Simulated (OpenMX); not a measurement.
Crystal: Al.

```
Al
1.0
     0.04789    1.96914    2.02685
     2.04326   -0.00835    2.08310
     2.04058    2.02271   -0.00568
Al
1
Direct
  0.00598 0.98688 0.02117
```

The cell isn't the ideal one: cell strained at random at fixed volume.

Base run:

- Program: OpenMX 3.8.5
- Functional: PBE
- Potentials or basis: OpenMX 2013 PBE set, Al7.0-s2p1d1, grid cutoff 260 Ry
- k mesh: 11 × 11 × 11
- Occupations: fermi-dirac, width 0.05 eV
- Spin: no spin polarisation

Its results: band gap on the k mesh none (metal or under the smearing width); pressure -0.6 GPa.

Task: The run is repeated on the same cell with these changes: potentials or basis from OpenMX 2013 PBE set, Al7.0-s2p1d1, grid cutoff 260 Ry to OpenMX 2013 PBE set, Al7.0-s2p2d1, grid cutoff 260 Ry; k mesh from 11 × 11 × 11 to 15 × 15 × 15. What comes out?

Result: Band gap on the k mesh none (metal or under the smearing width); pressure -1.7 GPa.

Caveats: the basis of atomic orbitals isn't converged, which shifts pressures, moduli and gaps.
